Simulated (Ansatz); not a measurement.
Input and command of a calculation in Ansatz (plane waves; scalar-relativistic PAW potentials unless the input names others):

```yaml
crystal:
  lattice:
    - [-1.4906776059, 1.4906776059, 1.5726956183]
    - [1.4906776059, -1.4906776059, 1.5726956183]
    - [1.4906776059, 1.4906776059, -1.5726956183]
  atoms:
    - { symbol: Si, position: [0.0, 0.0, 0.0] }
basis:
  ecutwfc: 420
kpoints:
  mp_grid: { grid: [26, 26, 26], shift: [0.5, 0.5, 0.5] }
hamiltonian:
  xc: pbesol
scf:
  occupations: { method: gaussian, width: 0.15 }
output:
  forces: true
  eigenvalues: true
  stress: true
```

```bash
ansatz run input.yaml --threads 1 --pin off --max-ram 2560MiB --backend cpu --events-out ev --progress --plain --runs-dir out
```

Abridged log:
```
Pseudopotentials: kind: paw
Pseudopotential: Si, paw, valence charge 4, recommended cutoff 420 eV (normal)
Functional definition: PBEsol
Crystal: 1 atom, lattice volume = 13.979 Å³
Basis set: ecut = 420 eV, 273 PW (Γ), exchange–correlation on 36×36×36 points (8 copies of the dense FFT grid, shifted against one another)
Bands: 6, of which v1, the nominal top of the filled ones, is band 2 counted from 1 (1 counted from 0)
Symmetry: 16 space group operations
Space group: I4/mmm (ITA 139), of the structure as read, at distance tolerance 2.4e-5 Å
k-points: 1323 of 17576
Initial density: superposition of atomic densities (neutral atoms: chi_scale 0, normalization atom), corrected by the library's trained network
Initial wavefunctions: pseudopotential atomic-orbital guess
Functional: x = pbesol(κ = 0.804, μ = 0.12345679), c = pbesol(β = 0.046)
SCF iter   1: F=—  HF=-621.104874 eV  |F-HF|=—  |Δ(HF+E_count)|=         —  Δρ=1.36e-3  dr2=1.22e-4  ethr=1.77e-3  ⟨swp⟩=5.0  Hψ=75179  notcnv=0
SCF iter   2: F=—  HF=-621.104874 eV  |F-HF|=—  |Δ(HF+E_count)|=   1.25e-7  Δρ=6.71e-4  dr2=2.92e-5  ethr=3.06e-6  ⟨swp⟩=1.7  Hψ=19541  notcnv=0
SCF iter   3: F=—  HF=-621.104874 eV  |F-HF|=—  |Δ(HF+E_count)|=   4.20e-7  Δρ=5.60e-5  dr2=4.23e-7  ethr=7.30e-7  ⟨swp⟩=2.0  Hψ=10233  notcnv=0
SCF iter   4: F=-621.104874 eV  HF=-621.104874 eV  |F-HF|=2.04e-8  |Δ(HF+E_count)|=   1.80e-7  Δρ=2.44e-5  dr2=5.70e-8  ethr=1.06e-8  ⟨swp⟩=1.0  Hψ=7612  notcnv=0
SCF iter   5: F=-621.104874 eV  HF=-621.104874 eV  |F-HF|=7.53e-11  |Δ(HF+E_count)|=   1.56e-8  Δρ=1.30e-6  dr2=1.91e-10  ethr=1.42e-9  ⟨swp⟩=2.0  Hψ=10236  notcnv=0
SCF iter   6: F=-621.104874 eV  HF=-621.104874 eV  |F-HF|=8.87e-12  |Δ(HF+E_count)|=  7.76e-11  Δρ=3.88e-7  dr2=1.86e-11  ethr=4.77e-12  ⟨swp⟩=1.5  Hψ=23631  notcnv=0
SCF 1 converged in 6 iterations: F = -621.104874 eV  dr2 = 1.86e-11
SCF converged after 6 iterations
Free energy (F): -621.104874 eV
Harris-Foulkes:  -621.104874 eV  (|F-HF|=8.87e-12)
Internal energy: -621.099906 eV  (E = F + TS)
E sigma→0 (E₀):  -621.102390 eV
Entropy (-TS):   -0.004968 eV (-4.968 meV/atom)
Fermi energy:    11.025410 eV
--- Forces (eV/Å), atoms counted from 1 ---
  atom   1  Si     0.00000000     0.00000000     0.00000000
--- Stress (GPa, compression-positive) ---
        1.155506       0.000000       0.000000
        0.000000       1.155506       0.000000
        0.000000       0.000000       3.491207
  P = ⅓ Tr σ = 1.9341 GPa (19.341 kbar)
```

Apart from outputs and empty bands, the input differs from a reference run on usual settings in kpoints.mp_grid.shift: not typed → [0.5, 0.5, 0.5]. The reference, at the same geometry (not necessarily relaxed), gave pressure 1.93 GPa, largest force 0.000 eV/Å, no gap on the mesh. This run converged in 6 SCF iterations (reference: 6) with an energy at zero smearing 0.93 meV/atom below the reference's, pressure 1.93 GPa, largest force 0.000 eV/Å, no gap on the mesh.

Time: 13 s on 1 thread of Intel(R) Xeon(R) Processor @ 2.50GHz (Skylake/Cascade Lake), with other jobs on the host, peak memory 0.45 GiB.